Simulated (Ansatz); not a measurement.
Li2O:
```
Li2O
1.0
    0.00000     2.31301     2.31301
    2.31301     0.00000     2.31301
    2.31301     2.31301     0.00000
O Li
1 2
Direct
  0.00000   0.00000   0.00000
  0.25000   0.25000   0.25000
  0.75000   0.75000   0.75000
```

Relaxed with PBE. Special points in fractions of this cell's reciprocal vectors: Γ (0.000, 0.000, 0.000); X (0.500, 0.000, 0.500); U (0.625, 0.250, 0.625); K (0.375, 0.375, 0.750); L (0.500, 0.500, 0.500); W (0.500, 0.250, 0.750).

Q: List the band energies nearest the valence-band maximum at these points for plane-wave PAW PBE (Ansatz code).

A: In eV from the valence-band maximum; about four levels below and three above (degenerate sets whole), none deeper than 8.9 eV; … stands for higher levels left out; points with the same levels are listed once.

| k | below | above |
|---|---|---|
| Γ | 0.00 0.00 0.00 | 5.24 … |
| X | -1.60 -1.37 -1.37 | 4.98 13.50 13.50 |
| U | -2.00 -1.51 -1.08 | 6.55 11.56 13.27 |
| L | -2.76 -0.44 -0.44 | 9.19 9.77 … |
| W | -1.81 -1.48 -1.48 | 7.17 10.40 … |

Space group Fm-3m (anti-fluorite). Symmetry was held in the PBE relaxation.

Potentials: the later of the program's two PAW sets.
